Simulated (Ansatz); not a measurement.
Crystal: Ge.

```
Ge
1.0
     1.39715   -2.60052    0.00000
     1.39715    2.60052    0.00000
     0.00000    0.00000    2.69823
Ge
1
Direct
  0.50000 0.50000 0.00000
```

This isn't the form of Ge at room conditions, which is diamond.

Base run:

| Quantity | Value |
| --- | --- |
| Program | Ansatz 0.2.0 |
| Functional | PBE |
| Potentials or basis | Ansatz PAW |
| Cutoff | 420 eV (not typed: the program's choice for these potentials) |
| k mesh | 11 × 11 × 10 |
| Occupations | gaussian, width 0.05 eV |
| Spin | no spin polarisation |

Its results: band gap on the k mesh none (metal or under the smearing width); pressure -0.6 GPa.

**Question.** The run is repeated on the same cell with these changes: functional from PBE to PBEsol; occupations from gaussian, width 0.05 eV to gaussian, width 0.02 eV. What comes out?

**Answer.** Band gap on the k mesh none (metal or under the smearing width); pressure -4.1 GPa.

Caveats: the PAW data sets come from PBE, with cores solved anew for the run's functional, which leaves a small shift of forces and pressure (some runs).
